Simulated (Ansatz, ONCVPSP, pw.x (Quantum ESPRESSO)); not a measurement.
## From atom to crystal: ONCV potential for Si

* Element: silicon (Si)
* Generator: ONCVPSP 4.0.1.1 (patched build)
* Type: optimised norm-conserving Vanderbilt (ONCV)
* Functional: LDA (Perdew-Wang 92)
* Relativity: scalar-relativistic
* Frozen core: [Ne]
* Valence charge: 4
* Reference configuration: 3s2 3p2
* Partial waves: 3s: rc 1.85 bohr, ncon 4, nbas 8, qcut 3.9 1/bohr, 3 projectors, debl 0.6 Ha; 3p: rc 1.80 bohr, ncon 4, nbas 9, qcut 4.9 1/bohr, 1 projector; d scattering state at 0.24 Ha: rc 1.55 bohr, ncon 5, nbas 9, qcut 6.2 1/bohr, 2 projectors, debl 0.8 Ha
* Local potential: polynomial inside 1.05 bohr (lpopt 2, dvloc0 4 Ha)
* Core correction: Teter function, fcfact 2.75, rcfact 1.45

Crystal test: bcc Si in pw.x 7.5, no spin, 15³ k-points, Fermi–Dirac smearing 0.01 Ry, cutoffs 65/260 Ry. The lattice is a test structure that the element need not adopt, and mesh and smearing are coarse.

pw.x input:

```
&control
  calculation='scf', prefix='x', pseudo_dir='./', outdir='./tmp', tstress=.true., disk_io='none'
/
&system
  ibrav=0, nat=1, ntyp=1, ecutwfc=65, ecutrho=260, nbnd=9,
  occupations='smearing', smearing='fd', degauss=0.01
/
&electrons
  conv_thr=1e-09, mixing_beta=0.4, electron_maxstep=70
/
ATOMIC_SPECIES
Si 1.0 Si.UPF
CELL_PARAMETERS angstrom
  -1.52143303 1.52143303 1.52143303
  1.52143303 -1.52143303 1.52143303
  1.52143303 1.52143303 -1.52143303
ATOMIC_POSITIONS crystal
Si 0.0000 0.0000 0.0000
K_POINTS automatic
15 15 15 0 0 0
```

```bash
pw.x < Si.scf.in > Si.scf.out
```

Task: How does the run end?

Result: It converges; the pressure is -0.27 GPa against 0.22 GPa from all-electron LAPW. Note: ghosts flagged at negative energy: s at -1405.7 eV; GHOST(+) flagged for s at 157.3 eV. A true bound ghost makes a file unfit for plane-wave use. The log shows:

```
     using ibrav=0 with symmetry is DISCOURAGED, use correct ibrav instead
     lattice parameter (alat)  =       4.9798  a.u.
     unit-cell volume          =      95.0638 (a.u.)^3
     number of electrons       =         4.00
     number of Kohn-Sham states=            9
     kinetic-energy cutoff     =      65.0000  Ry
     charge density cutoff     =     260.0000  Ry
     scf convergence threshold =      1.0E-09
     Exchange-correlation= SLA  PW   NOGX NOGC
     number of k points=   120  Fermi-Dirac smearing, width (Ry)=  0.0100
     iteration #  1     ecut=    65.00 Ry     beta= 0.40
     total energy              =      -8.41068465 Ry
     estimated scf accuracy    <       0.00363012 Ry
     iteration #  2     ecut=    65.00 Ry     beta= 0.40
     total energy              =      -8.41028056 Ry
     estimated scf accuracy    <       0.00107172 Ry
     iteration #  3     ecut=    65.00 Ry     beta= 0.40
     total energy              =      -8.41034850 Ry
     estimated scf accuracy    <       0.00000614 Ry
     iteration #  4     ecut=    65.00 Ry     beta= 0.40
     total energy              =      -8.41035022 Ry
     estimated scf accuracy    <       0.00000004 Ry
     iteration #  5     ecut=    65.00 Ry     beta= 0.40
     total energy              =      -8.41035026 Ry
     estimated scf accuracy    <          1.1E-09 Ry
     iteration #  6     ecut=    65.00 Ry     beta= 0.40
     the Fermi energy is    10.7457 ev
!    total energy              =      -8.41035026 Ry
     estimated scf accuracy    <          9.0E-11 Ry
     smearing contrib. (-TS)   =      -0.00182829 Ry
     The total energy is F=E-TS. E is the sum of the following terms:
     one-electron contribution =       4.77481473 Ry
     hartree contribution      =       0.02784176 Ry
     xc contribution           =      -3.08493894 Ry
     ewald contribution        =     -10.12623951 Ry
     convergence has been achieved in   6 iterations
          total   stress  (Ry/bohr**3)                   (kbar)     P=       -2.66
     Message from routine punch:
     Nothing written, as per user request (disk_io='none')
```
